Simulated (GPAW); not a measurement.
Ir: relaxation of cell and atoms with PBEsol+D3(BJ)

Ir:

```
Ir
1.0
     2.75138    0.00000    0.00000
    -1.37569    2.38276    0.00000
     0.00000    0.00000    4.46229
Ir
2
Direct
  0.33333 0.66667 0.25000
  0.66667 0.33333 0.75000
```

This isn't the form of Ir at room conditions, which is fcc.

```json
{
 "Program": "GPAW 26.7.0",
 "Task": "relaxation of cell and atoms",
 "Functional": "PBEsol",
 "Dispersion": "D3(BJ)",
 "Potentials or basis": "PAW data sets generated in the run's folder for this functional",
 "Cutoff": "600 eV",
 "Basis": "pw",
 "k mesh": "8 × 8 × 5",
 "Occupations": "fermi-dirac, width 0.05 eV",
 "Spin": "no spin polarisation",
 "Maxiter": "150",
 "Optimizer": "BFGS",
 "Fmax": "0.02 eV/Å",
 "Max steps": "60",
 "Convergence": "density=1e-05 forces=0.0001"
}
```

```json
{
  "Relaxed volume": "13.81 Å³/atom",
  "Relaxed cell": "a = 2.702 Å, b = 2.702 Å, c = 4.366 Å, α = 90.00°, β = 90.00°, γ = 120.00°",
  "Space group after relaxing (to 0.05 Å)": "P6_3/mmc (No. 194)",
  "Energy gained by relaxing": "54.9 meV/atom",
  "Ionic steps": "6",
  "Pressure after relaxing": "0.0 GPa",
  "Band gap on the k mesh": "none (metal or under the smearing width)",
  "Dispersion energy per atom": "-0.732 eV"
}
```

The path:
| step | energy change (eV) | largest force (eV/Å) | pressure (GPa) | volume (Å³) |
| --- | --- | --- | --- | --- |
| 1 | 0.0000 | 0.0000 | -20.22 | 29.25 |
| 2 | -0.0982 | 0.0000 | -7.07 | 28.12 |
| 3 | -0.1095 | 0.0000 | 0.72 | 27.56 |
| 4 | -0.1097 | 0.0000 | 0.00 | 27.61 |
| 5 | -0.1098 | 0.0000 | -0.05 | 27.61 |
| 6 | -0.1098 | 0.0000 | -0.03 | 27.61 |

Final structure:
```xyz
2
Lattice="2.7023 0.0000 0.0000 -1.3512 2.3403 0.0000 0.0000 0.0000 4.3661" Properties=species:S:1:pos:R:3 pbc="T T T"
Ir    0.0000    1.5602    1.0915
Ir    1.3512    0.7801    3.2746
```

Levels at points of the mesh, in eV from the Fermi level:
```
           k point  band 11  band 12  band 13  band 14  band 15  band 16  band 17  band 18  band 19  band 20
(0.00, 0.00, 0.00)    -3.99    -3.29    -3.29    -2.48    -2.48    -0.87     0.32     0.32     7.41    13.84
(0.50, 0.50, 0.00)    -3.67    -3.59    -3.07     0.77     1.09     1.21     3.08     4.56     8.37    10.53
```

Run time: 70 s on 1 thread of Arm Neoverse V2, on a shared host, peak memory 0.24 GiB.

Caveat: later steps reuse the first step's grids; pairwise dispersion overbinds metals, which lowers pressure and volume. The run has no spin-orbit coupling, so splittings on Ir are missing.
